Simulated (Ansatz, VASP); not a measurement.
# Mg in VASP and in Ansatz

The input INCAR:

```
SYSTEM = Mg
ALGO = Normal
EDIFF = 1E-6
ENCUT = 520
GGA = CA
ISIF = 2
ISMEAR = -1
LASPH = .TRUE.
LCHARG = .FALSE.
LREAL = .FALSE.
LWAVE = .FALSE.
NBANDS = 9
NELM = 60
PREC = Accurate
SIGMA = 0.2
```

The input KPOINTS:

```
k-points
0
G
  12 12 6
  0 0 0
```

The input POSCAR:

```
Mg
1.0
    3.1325008903      0.0000000000      0.0000000000
   -1.5662504451      2.7128253484      0.0000000000
    0.0000000000      0.0000000000      5.0848940941
Mg
2
Direct
    0.3333333333      0.6666666667      0.2500000000
    0.6666666667      0.3333333333      0.7500000000
```

Input for Ansatz:

```yaml
crystal:
  lattice:
    - [3.1325008903, 0.0, 0.0]
    - [-1.5662504451, 2.7128253484, 0.0]
    - [0.0, 0.0, 5.0848940941]
  atoms:
    - { symbol: Mg, position: [0.3333333333, 0.6666666667, 0.25] }
    - { symbol: Mg, position: [0.6666666667, 0.3333333333, 0.75] }
hamiltonian:
  xc: lda
  pseudopotentials:
    kind: paw
    azcp:
      Mg: "pseudopotentials/Mg.paw.azcp"
basis:
  ecutwfc: 420
  fft_grid_basis: typed
kpoints:
  mp_grid: { grid: [12, 12, 6], shift: [0, 0, 0] }
magnetization:
  spin_polarized: false
scf:
  occupations: { method: fermi_dirac, width: 0.2 }
  lower_state_search: "off"
output:
  stress: true
```

Alike in both runs: task single point; functional LDA; k mesh 12 × 12 × 6; occupations fermi-dirac, width 0.2 eV; no spin polarisation.

|  | VASP | Ansatz |
| --- | --- | --- |
| version | VASP 6.6.1 | Ansatz 0.2.0 |
| potentials or method | VASP PAW LDA potentials, release 64 (Mg) | plane waves (420 eV) with PAW, scalar-relativistic |
| plane-wave cutoff (eV) | 520 | 420 |
| valence electrons in the cell | 4 | 20 |

|  | VASP | Ansatz | Ansatz less VASP |
| --- | --- | --- | --- |
| pressure (GPa) | -0.2 | 0.2 | +0.33 |
| largest component of the traceless stress (GPa) | 0.26 | 0.25 | -0.001 |

The two sets of potentials don't hold the same shells in valence. Ansatz warned: «pseudo_functional_mismatch».
